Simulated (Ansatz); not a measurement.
# PbF2 (Fm-3m): how far a G0W0 gap depends on its settings

Aim: test how the G0W0 gap of PbF2 built on the fluorite prototype moves with the number of bands, the screening cutoff and the other choices.

The runs shown are made with Ansatz 0.2.0. G0W0, plane waves. (Simulation; spin polarisation is off.)

4 further runs of the same task are left out: 4 that didn't finish.

## Step 1: The cell

The cell was relaxed beforehand with r2SCAN.

It is cubic, Fm-3m (No. 225); a = 5.921 Å in the conventional setting, 17.30 Å³ an atom. Near Pb stand 8 F at 2.56 Å; near F stand 4 Pb at 2.56 Å.

The structure in full:

```cif
data_structure
_symmetry_space_group_name_H-M 'Fm-3m'
_symmetry_Int_Tables_number 225
_cell_length_a 5.9209
_cell_length_b 5.9209
_cell_length_c 5.9209
_cell_angle_alpha 90.000
_cell_angle_beta 90.000
_cell_angle_gamma 90.000
_cell_volume 207.57
loop_
_atom_site_label
_atom_site_type_symbol
_atom_site_symmetry_multiplicity
_atom_site_Wyckoff_symbol
_atom_site_fract_x
_atom_site_fract_y
_atom_site_fract_z
_atom_site_occupancy
Pb1 Pb 4 a 0.00000 0.00000 0.00000 1
F1 F 8 c 0.25000 0.75000 0.75000 1
```

## Step 2: From HSE06, 120 empty bands, 150 eV

File input.yaml:

```yaml
crystal:
  lattice:
    - [0.0, 2.9604390429, 2.9604390429]
    - [2.9604390429, 0.0, 2.9604390429]
    - [2.9604390429, 2.9604390429, 0.0]
  atoms:
    - { symbol: Pb, position: [0.0, 0.0, 0.0] }
    - { symbol: F, position: [0.25, 0.25, 0.25] }
    - { symbol: F, position: [0.75, 0.75, 0.75] }
kpoints:
  mp_grid: { grid: [4, 4, 4] }
hamiltonian:
  xc: hse06
scf:
  occupations: { method: fixed }
gw:
  n_empty_bands: 120
  ecut_chi: 150
  qp_bands: [v1, c1]
  qp_kpoints: band_edges
  screening: { model: contour_deformation }
```

On the command line:

```sh
$ ansatz run input.yaml --threads 4 --pin off --max-ram 3686MiB --backend cpu --events-out ev --progress --plain --runs-dir out
```

## Step 3: From LDA, 60 empty bands, 80 eV, plasmon_pole_fit_frequency 5

Edit input.yaml of step 2 so:

```diff
@@ -12,3 +12,3 @@
 hamiltonian:
-  xc: hse06
+  xc: lda
 scf:
@@ -16,6 +16,7 @@
 gw:
-  n_empty_bands: 120
-  ecut_chi: 150
+  n_empty_bands: 60
+  ecut_chi: 80
   qp_bands: [v1, c1]
   qp_kpoints: band_edges
-  screening: { model: contour_deformation }
+  screening: { model: godby_needs }
+  plasmon_pole_fit_frequency: 5
```

## Step 4: From HSE06, 100000 empty bands, 80 eV

Edit input.yaml of step 3 so:

```diff
@@ -12,3 +12,3 @@
 hamiltonian:
-  xc: lda
+  xc: hse06
 scf:
@@ -16,3 +16,3 @@
 gw:
-  n_empty_bands: 60
+  n_empty_bands: 100000
   ecut_chi: 80
@@ -20,3 +20,2 @@
   qp_kpoints: band_edges
-  screening: { model: godby_needs }
-  plasmon_pole_fit_frequency: 5
+  screening: { model: contour_deformation }
```

## Step 5: From PBE, 30 empty bands, 40 eV

Edit input.yaml of step 4 so:

```diff
@@ -12,3 +12,3 @@
 hamiltonian:
-  xc: hse06
+  xc: pbe
 scf:
@@ -16,4 +16,4 @@
 gw:
-  n_empty_bands: 100000
-  ecut_chi: 80
+  n_empty_bands: 30
+  ecut_chi: 40
   qp_bands: [v1, c1]
```

Q: Predict the outcome of this session. Wanted: for each run, start; potentials; frequencies; empty bands; cutoff; Kohn-Sham gap; G0W0 gap.

The runs gave:

```
start  potentials   frequencies  empty bands  cutoff (eV)   mesh  Kohn-Sham gap (eV)  G0W0 gap (eV)
HSE06         PAW          full          120          150  4×4×4                5.73           7.01
  LDA         PAW  pole at 5 eV           60           80  4×4×4                4.26           6.28
  PBE         PAW          full           30           40  4×4×4                4.42           6.58
```

Gaps are those on each run's own mesh. Runs that failed or were set aside have no row.

Over the runs in the table the G0W0 gap on the mesh spans 6.28 to 7.01 eV, and the shift from the starting levels +1.29 to +2.16 eV; where more than one setting differs between two runs, no single one explains their difference. G0W0 here is at a finite number of bands, screening cutoff and k mesh, not at the basis limit. Spin-orbit coupling is left out.
